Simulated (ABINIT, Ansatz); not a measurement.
Planning a run of ABINIT 10.8.3 on AgCl (Fm-3m). The input:

```
acell 3*1.0 Angstrom
rprim 
  0.000000000000 2.772662996800 2.772662996800
  2.772662996800 0.000000000000 2.772662996800
  2.772662996800 2.772662996800 0.000000000000
ntypat 2
znucl 47 17
natom 2
typat 1 2
xred 
  0.000000000000 0.000000000000 0.000000000000
  0.500000000000 0.500000000000 0.500000000000
pp_dirpath "pseudos"
pseudos "Ag.upf, Cl.upf"
ecut 37
ngkpt 6 6 6
nshiftk 1
shiftk 0.11 0.21 0.31
kptopt 3
chksymbreak 0
iscf -2
irdden 1
istwfk *1
nband 27
nbdbuf 4
tolwfr 1e-09
nstep 60
prtvol 0
indata_prefix "in"
outdata_prefix "out"
tmpdata_prefix "tmp"
```

```sh
OMP_NUM_THREADS=1 mpirun -n 8 abinit run.abi > log
```

Question: Estimate wall time and host memory on 8 MPI ranks of Arm Neoverse V1, shared host.

It took 45 s; on shared hardware allow 23 s to 90 s. Peak host memory was 0.77 GiB.

[Paths, hosts, dates, memory and timing lines, banners, echoed tables and standing remarks are left out of the program output.]

[Logs are printed without paths, hosts, clocks, repeated set-up lines and the standing remarks that a program may print on its own settings, such as how far it seeks lower states.]

[Runs of the session that timed out or met a known fault of the program may be left out.]

[Hosts, paths, dates, database ids (printed as entryN), source tags and the programs' standing remarks are cut or masked in the printed files.]

[G0W0 gaps are taken among the corrected bands and points alone; a level outside them can change the order at an edge.]

[Where Ansatz stands beside ABINIT at settings called matched, ABINIT's density can come from a denser mesh and the files from another edition; pairs whose starting gaps differed by over 0.03 eV were left out, so agreement reads better than it is.]
